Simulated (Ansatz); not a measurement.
# TaC: response to strain

Aim: deform TaC (equal xx and yy strain of -1 %) and compute stress, forces and field gradients with LAPW, PAW and all-electron datasets made for the crystal.

Program: Ansatz 0.2.0. Level of theory: DFT LDA, scalar-relativistic. These are calculated values, not measurements.

**1. The system as given**

Symmetry: Fm-3m, No. 225, cubic system. Conventional cell: a = 4.454 Å, b = 4.454 Å, c = 4.454 Å, α = 90.00°, β = 90.00°, γ = 90.00°. Ta (site symmetry m-3m) has 6 C at 2.23 Å as nearest neighbours. Around C (site symmetry m-3m) lie 6 Ta at 2.23 Å.

Coordinates:

```xyz
2
Lattice="0.0000 2.2270 2.2270 2.2270 0.0000 2.2270 2.2270 2.2270 0.0000" Properties=species:S:1:pos:R:3 pbc="T T T"
Ta    0.0000    0.0000    0.0000
C     2.2270    2.2270    2.2270
```

Atoms are numbered in the order of the input: Ta1, C2.

**2. After the deformation**

Space group Fm-3m before, I4/mmm after.

**3. All-electron LAPW**

File input.yaml:

```yaml
crystal:
  lattice:
    - [0.0, 2.20473, 2.227]
    - [2.20473, 0.0, 2.227]
    - [2.20473, 2.20473, 0.0]
  atoms:
    - { symbol: Ta, position: [0.0, 0.0, 0.0] }
    - { symbol: C, position: [0.5, 0.5, 0.5] }
kpoints:
  mp_grid: { grid: [16, 16, 16] }
  band_path:
    path:
      - [0.0, 0.0, 0.0]
      - [0.0, 0.5, 0.5]
      - [0.25, 0.75, 0.5]
      - [0.0, 0.5, 0.0]
      - [0.0, 0.0, 0.0]
      - [0.5, 0.5, 0.0]
      - [0.3725125, 0.6274875, 0.0]
      - [-0.3725125, 0.3725125, 0.0]
      - [0.0, 0.0, 0.0]
    npoints: 5
scf:
  occupations: { method: fermi_dirac, width: 0.05 }
hamiltonian:
  xc: lda
  pseudopotentials: { kind: all_electron, lapw: { basis_error: 0.001 } }
output:
  forces: true
  stress: true
  eigenvalues: true
```

Command:

```
$ ansatz run input.yaml --threads 1 --pin off --max-ram 3072MiB --backend cpu --events-out ev --progress --plain --runs-dir out
```

**4. PAW with frozen cores**

File input.yaml:

```yaml
crystal:
  lattice:
    - [0.0, 2.20473, 2.227]
    - [2.20473, 0.0, 2.227]
    - [2.20473, 2.20473, 0.0]
  atoms:
    - { symbol: Ta, position: [0.0, 0.0, 0.0] }
    - { symbol: C, position: [0.5, 0.5, 0.5] }
kpoints:
  mp_grid: { grid: [16, 16, 16] }
scf:
  occupations: { method: fermi_dirac, width: 0.05 }
hamiltonian:
  xc: lda
  pseudopotentials: { kind: paw }
output:
  forces: true
  stress: true
  eigenvalues: true
  efg: { contact_densities: true }
```

**5. All-electron PAW on datasets made for the crystal**

Changes to input.yaml since step 4:

```diff
@@ -14,3 +14,3 @@
   xc: lda
-  pseudopotentials: { kind: paw }
+  pseudopotentials: { kind: all_electron, datasets: crystal }
 output:
```

(Steps that only read results are left out.)

Before running it: what results should come out? Wanted: pressure; largest shear or deviatoric stress.

As calculated:

| quantity | value |
| --- | --- |
| pressure | LAPW -2.69, PAW -2.45, crystal datasets -2.69 GPa |
| largest shear or deviatoric stress (LAPW) | 4.76 GPa |

**Reading.** The largest part of the stress beyond the pressure is 4.76 GPa in size, in the zz component; the atoms are carried along and not relaxed. No run of the undeformed cell stands beside it, so the pressure holds what the given cell had before the change. PAW: stress within 0.25 GPa of LAPW. Crystal datasets: stress within 0.01 GPa of LAPW. Spin-orbit coupling is left out, though the cell holds Ta; in elements this heavy it can shift bands and gaps by tenths of an eV.
